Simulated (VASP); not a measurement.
Crystal: ZnS (Wurtzite-2H).

```xyz
4
Lattice="3.8110 0.0000 0.0000 -1.9055 3.3004 0.0000 0.0000 0.0000 6.2340" Properties=species:S:1:pos:R:3 pbc="T T T"
Zn    0.0000    2.2003    0.0000
Zn    1.9055    1.1001    3.1170
S     0.0000    2.2003    2.4001
S     1.9055    1.1001    5.5171
```

```yaml
Program: VASP 6.6.1
Task: relaxation of cell and atoms
Functional: LDA
Potentials_or_basis: VASP PAW LDA potentials, release 64 (Zn, S)
Cutoff: 600 eV
k_mesh: 9 × 9 × 5
Occupations: gaussian, width 0.03 eV
Spin: no spin polarisation
```

At the start: pressure -3.7 GPa; volume 19.60 Å³/atom.

Q: How do energy, volume and symmetry change on relaxing?

A: Over 10 steps the energy falls by 17.1 meV/atom and the volume is 18.65 Å³/atom (-4.9 %); space group P6_3mc (No. 186, to 0.05 Å).

Step by step:
| step | energy change (eV) | largest force (eV/Å) | pressure (GPa) | volume (Å³) |
| --- | --- | --- | --- | --- |
| 1 | 0.0000 | 0.2979 | -3.72 | 78.41 |
| 2 | -0.0557 | 0.1576 | 1.35 | 73.35 |
| 3 | -0.0593 | 0.1951 | 0.42 | 74.25 |
| 4 | -0.0646 | 0.0584 | 0.23 | 74.43 |
| 5 | -0.0649 | 0.0146 | 0.14 | 74.48 |
| 6 | -0.0675 | 0.0115 | -0.22 | 74.74 |
| 7 | -0.0679 | 0.0088 | -0.26 | 74.86 |
| 8 | -0.0679 | 0.0082 | -0.35 | 74.90 |
| 9 | -0.0683 | 0.0082 | 0.21 | 74.47 |
| 10 | -0.0684 | 0.0082 | 0.01 | 74.58 |

Final structure:
```cif
data_structure
_symmetry_space_group_name_H-M 'P 1'
_symmetry_Int_Tables_number 1
_cell_length_a 3.7417
_cell_length_b 3.7417
_cell_length_c 6.1514
_cell_angle_alpha 90.000
_cell_angle_beta 90.000
_cell_angle_gamma 120.000
_cell_volume 74.58
loop_
_atom_site_label
_atom_site_type_symbol
_atom_site_fract_x
_atom_site_fract_y
_atom_site_fract_z
_atom_site_occupancy
Zn1 Zn 0.33333 0.66667 0.00553 1
Zn2 Zn 0.66667 0.33333 0.50553 1
S1 S 0.33333 0.66667 0.37947 1
S2 S 0.66667 0.33333 0.87947 1
```
